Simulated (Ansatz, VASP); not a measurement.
## K: VASP beside Ansatz

The input INCAR:

```
SYSTEM = K
  PREC = Accurate
  ENCUT = 520
  EDIFF = 1E-8
  ISMEAR = -1
  SIGMA = 0.08
  LREAL = .False.
  LASPH = .True.
  NELM = 80
  ALGO = Normal
  ISIF = 2
  LWAVE = .False.
  LCHARG = .False.
  GGA = PS
  LEFG = .True.
  NBANDS = 10
```

File KPOINTS:

```
regular mesh
0
Gamma
  10 10 10
  0 0 0
```

File POSCAR:

```
K
1.0
   -2.6180000000      2.6180000000      2.5656400000
    2.6180000000     -2.6180000000      2.5656400000
    2.6180000000      2.6180000000     -2.5656400000
K
1
Direct
    0.0000000000      0.0000000000      0.0000000000
```

Input for Ansatz:

```yaml
crystal:
  lattice:
    - [-2.618, 2.618, 2.56564]
    - [2.618, -2.618, 2.56564]
    - [2.618, 2.618, -2.56564]
  atoms:
    - { symbol: K, position: [0.0, 0.0, 0.0] }
kpoints:
  mp_grid: { grid: [10, 10, 10] }
scf:
  occupations: { method: fermi_dirac, width: 0.08 }
hamiltonian:
  xc: pbesol
  pseudopotentials: { kind: all_electron, datasets: crystal }
output:
  forces: true
  stress: true
  eigenvalues: true
  efg: { contact_densities: true }
```

Change from the starting cell: zz strain of -2 %, crystal datasets.

Alike in both runs: task electric field gradients; functional PBEsol; k mesh 10 × 10 × 10; occupations fermi-dirac, width 0.08 eV; no spin polarisation.

```csv
,VASP,Ansatz
version,VASP 6.6.1,Ansatz 0.2.0
potentials or method,"VASP PAW PBE potentials, release 64 (K_sv)","all-electron PAW with datasets made for the crystal, scalar-relativistic"
plane-wave cutoff (eV),520,see its input
```

|  | VASP | Ansatz | Ansatz less VASP |
| --- | --- | --- | --- |
| pressure (GPa) | 0.0 | 0.0 | +0.01 |
| Vzz of the field gradient on the site that differs most (V/Å²) | 0.1 | 0.1 | 0.00 |

Ansatz ran all-electron here, so the differences hold the error of VASP's frozen core and of both bases.

Caveats: the PAW data sets were made with another functional, which shifts forces and pressure a little (VASP).
